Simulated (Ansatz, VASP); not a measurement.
## CaO in VASP and in Ansatz

```
CELL_PARAMETERS angstrom
0.00000 2.59448 2.60673
2.59448 0.00000 2.60673
2.59448 2.59448 0.00000
ATOMIC_POSITIONS crystal
Ca 0.00000 0.00000 0.00000
O 0.25000 0.25000 0.25000
```

Change from the starting cell: biaxial_xy strain -0.5%.

Alike in both runs: task single point; functional PBE; k mesh 8 × 8 × 8; occupations fermi-dirac, width 0.02 eV; no spin polarisation.

```csv
,VASP,Ansatz
version,VASP 6.6.1,Ansatz 0.2.0
potentials or method,"VASP PAW PBE potentials, release 64 (Ca_sv, O)","plane waves, PAW"
plane-wave cutoff (eV),520,420
valence electrons in the cell,16,16
```

VASP gave:

```
gap on the k mesh at the Fermi level (eV) : 3.36
pressure (GPa)                            : 2.6
```

Problem. Which values does Ansatz return?

Solution. gap on the k mesh at the Fermi level (eV): 3.36; pressure (GPa): 2.1.

A k mesh can miss the band edges.
